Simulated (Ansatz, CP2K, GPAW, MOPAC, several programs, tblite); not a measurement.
**What each method gives for SnTe (wurtzite)**

SnTe (wurtzite), relaxed with r2SCAN in Ansatz, was computed with several methods. It is hexagonal, P6_3mc (No. 186); conventional cell a = 5.397 Å, c = 6.488 Å, 40.91 Å³ an atom. Sn has 5 Te at 3.03–3.46 Å; Te has 5 Sn at 3.03–3.46 Å. The structure was generated, not taken from experiment, and needn't be the ground state; spin polarisation is off.

```
Sn Te
1.0
     5.39676    0.00000    0.00000
    -2.69838    4.67373    0.00000
     0.00000    0.00000    6.48780
Sn Te
2 2
Cartesian
  0.0000 3.1158 -0.2983
  2.6984 1.5579 2.9456
  0.0000 3.1158 2.7312
  2.6984 1.5579 5.9751
```

Gaps and times are for a single point on this cell; volume and bulk modulus come from each method's own relaxation or energy curve at fixed shape, which is too stiff where a cell has free coordinates or axes. Times are rough, from shared hosts (Arm Neoverse V1), and each method has its own mesh and cell size. A double dagger marks a value from a curve with shape and coordinates held. A star marks a curve whose lowest point is an end point. PM6 (MOPAC), PM7 (MOPAC), GFN1-xTB (tblite), GFN2-xTB (tblite) treat a cluster of cells at its zone centre, which samples few k points: where these miss a band edge, the gap comes out too large for that reason alone. Gaps from k meshes are read at a limited set of points (mesh, symmetry points, PBE's band edges), so each method's own least gap may be somewhat smaller. xTB and the PM methods were fitted mostly to molecules, and can miss a solid's gap by electronvolts. Minimal bases can be far off for gaps. GLLB-SC's gap includes the derivative discontinuity. d marks a direct gap, i an indirect one (no mark: not told apart), a dash a value that wasn't computed or didn't pass its checks.

```tsv
method	kind	gap (eV)	own volume (Å³/atom)	bulk modulus (GPa)	atoms computed	processor time
PM7 (MOPAC)	semi-empirical	6.93	–	–	32	0.89 s
PM6 (MOPAC)	semi-empirical	4.49	–	–	32	1.2 s
GFN1-xTB (tblite)	tight binding	2.31	–	–	32	1.4 s
light PBE (260 eV and a coarse mesh)	light plane-wave	0.61 i	–	–	4	3.4 s
GFN2-xTB (tblite)	tight binding	2.60	–	–	32	4.7 s
PBE/SZV (CP2K)	small basis	0.89 d	44.93*‡	32*‡	4	10 s
PBE	semilocal	0.60 i	41.51	30‡	4	14 s
PBE/single zeta (GPAW)	small basis	0.81 d	–	–	4	17 s
PBE/DZVP (CP2K)	small basis	0.59 i	42.48‡	29‡	4	19 s
r2SCAN	semilocal	0.62 i	40.91	32‡	4	30 s
GLLB-SC (GPAW)	model potential	1.06	–	–	4	2.4 min
```

Against r2SCAN (0.62 eV) and with closed or daggered gaps left aside, the nearest gap at the points sampled is that of light PBE (260 eV and a coarse mesh) (-0.01 eV) and the farthest that of PM7 (MOPAC) (+6.31 eV). r2SCAN is only a yardstick of convenience: semilocal gaps usually lie below measured ones, which GLLB-SC and hybrids aim to mend.

Volumes against r2SCAN's: PBE +1.5 %.

Spin-orbit coupling is left out, which matters wherever the heavy atoms make up the band edges.
